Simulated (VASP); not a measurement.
Runs of VASP 6.6.1 on KCl. The structure is cubic, space group Fm-3m (No. 225). The conventional cell has a = 6.268 Å, b = 6.268 Å, c = 6.268 Å, α = 90.00°, β = 90.00°, γ = 90.00°. Around K (site symmetry m-3m) lie 6 Cl at 3.13 Å. Cl (site symmetry m-3m) has 6 K at 3.13 Å as nearest neighbours. 

| task | level | potentials or basis | cell | k mesh | cutoff (eV) | mesh quality | gap on the mesh (eV) | pressure (GPa) | relaxed volume (Å³/atom) |
| --- | --- | --- | --- | --- | --- | --- | --- | --- | --- |
| relaxation of cell and atoms | LDA | VASP PAW LDA potentials, release 64 (K_sv, Cl) | relaxed | 6 × 6 × 6 | 600 | not flagged | (b) | 0.0 | (a) |
| single point | PBEsol | VASP PAW PBE potentials, release 64 (K_sv, Cl) | as given | 6 × 6 × 6 | 520 | not flagged | (c) | -0.2 | - |
| relaxation of cell and atoms | PBEsol | VASP PAW PBE potentials, release 64 (K_sv, Cl) | relaxed | 6 × 6 × 6 | 600 | not flagged | 5.08 | 0.0 | 30.59 |
| relaxation of cell and atoms | PBE+D3(BJ) | VASP PAW PBE potentials, release 64 (K_sv, Cl) | relaxed | 6 × 6 × 6 | 600 | not flagged | 5.23 | 0.0 | 30.81 |
| relaxation of cell and atoms | PBEsol | VASP PAW PBE potentials, release 64 (K_sv, Cl) | relaxed | 2 × 2 × 2 | 600 | coarse | 4.98 | 0.0 | 31.31 |

Alike in all rows: no spin polarisation; smearing gaussian 0.02 eV.

**Question.** Estimate the missing entries.

**Answer.** (a) 28.19; (b) 5.10; (c) 5.06.

Caveats: some runs use coarse meshes; the PAW data sets were made with another functional, which shifts forces and pressure a little (some runs).

